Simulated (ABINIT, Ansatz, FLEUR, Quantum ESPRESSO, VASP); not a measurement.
**One calculation of Eu, 5 ways**

```xyz
1
Lattice="-2.3030 2.3030 2.3030 2.3030 -2.3030 2.3030 2.3030 2.3030 -2.3030" Properties=species:S:1:pos:R:3 pbc="T T T"
Eu    0.0000    0.0000    0.0000
```

Alike in all runs: task single point; functional PBE; k mesh 8 × 8 × 8; occupations fermi-dirac, width 0.05 eV; collinear spin, ferromagnetic start; no spin-orbit coupling. Pressure is positive in compression and, in plane waves, holds the error of the finite cutoff, which Ansatz's Pulay term estimates and takes out.

| program and potentials | plane-wave cutoff (eV) | notes | band gap (eV) | pressure (GPa) | net moment per atom (μB) |
| --- | --- | --- | --- | --- | --- |
| Ansatz, Ansatz PAW | 420 | Pulay term of +0.07 GPa included | no gap | -1.58 | 7.37 |
| ABINIT, JTH PAW PBE v2.0 | 544 | - | no gap | -2.29 | 7.38 |
| FLEUR, all-electron, FLAPW | - | - | no gap | - | 7.36 |
| Quantum ESPRESSO, SSSP 1.3 efficiency PBE | 748 | - | no gap | -2.04 | 7.38 |
| VASP, PBE PAW files Eu, 520 eV | 520 | - | no gap | -1.84 | 7.37 |

None finds a gap. The pressure spans -2.29 (ABINIT, JTH PAW PBE v2.0) to -1.58 GPa (Ansatz, Ansatz PAW). The net moment per atom spans 7.36 (FLEUR, all-electron, FLAPW) to 7.38 μB (ABINIT, JTH PAW PBE v2.0), with all-electron results at 7.36. The state is the one that the start led to, which needn't be the lowest.

The functional is the same throughout but for its coding, so the spread measures potentials, basis and numerics; runs on potential files found faulty are left out.
